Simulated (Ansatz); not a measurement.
## Ligand exchange: InH2I + C3H8S → InH2(SH) + C3H7I

Species: InH2I `[InH2][I]`, singlet; C3H8S (1-propanethiol) `CCCS`, singlet; InH2(SH), singlet; C3H7I (1-iodopropane) `CCCI`, singlet. The partners trade I for SH: In–I and C–SH bonds give way to In–SH and C–I.

Shapes, held fixed at every level: PBE0-D4/def2-TZVP. Flexible molecules stand in one conformer, not always the lowest. Programs: Ansatz 0.2.0. Electronic energies: no zero-point or thermal term.

```json
{"level": "PBE-D4/def2-TZVPP", "kind": "GGA", "ΔE (kJ/mol)": "+41.1", "less CCSD(T)/def2-TZVPP": "+1.3"}
{"level": "B3LYP-D4/def2-TZVPP", "kind": "global hybrid", "ΔE (kJ/mol)": "+44.2", "less CCSD(T)/def2-TZVPP": "+4.4"}
{"level": "PBE0-D4/def2-TZVPP", "kind": "global hybrid", "ΔE (kJ/mol)": "+47.7", "less CCSD(T)/def2-TZVPP": "+7.9"}
{"level": "wB97M-V/def2-TZVPP", "kind": "range-separated hybrid", "ΔE (kJ/mol)": "+47.1", "less CCSD(T)/def2-TZVPP": "+7.3"}
{"level": "wB97X-V/def2-TZVPP", "kind": "range-separated hybrid", "ΔE (kJ/mol)": "+48.9", "less CCSD(T)/def2-TZVPP": "+9.1"}
{"level": "B2PLYP/def2-TZVPP", "kind": "double hybrid", "ΔE (kJ/mol)": "+44.3", "less CCSD(T)/def2-TZVPP": "+4.5"}
{"level": "CCSD(T)/def2-TZVPP", "kind": "coupled cluster or CI", "ΔE (kJ/mol)": "+39.8", "less CCSD(T)/def2-TZVPP": "0.0"}
```

The highest level, CCSD(T)/def2-TZVPP, gives ΔE = +39.8 kJ/mol; the levels span +39.8 to +48.9. The column of differences is taken from that level and isn't an error. No measured value is set beside it here. For atoms past krypton def2 sets carry core potentials with scalar relativity. Correlated rows may include outer-core shells of I, In, which these sets cover unevenly.

The exchange is uphill at every level, so the pairing of indium with iodine and carbon with sulfur is favoured for these isolated molecules. The energy measures a difference in preference: replacing iodine by SH gains more at carbon than at indium. It doesn't show that In–I is the stronger indium bond in absolute terms. Carbon's compact valence orbital overlaps poorly with the diffuse 5p orbital of iodine, and the small electronegativity difference adds little ionic stabilisation, whereas C–S overlap is better. Indium, larger and more electropositive, binds iodine through a markedly polar bond and so loses less from the poorer overlap.

The spread among methods is too small to threaten the sign. PBE lies closest to CCSD(T), but this doesn't establish it as the most accurate functional here, since the coupled-cluster value may still shift with a larger basis. With two molecules on each side, entropy probably changes the balance little in the gas phase; association through iodide or thiolate bridges could alter it in condensed phases.
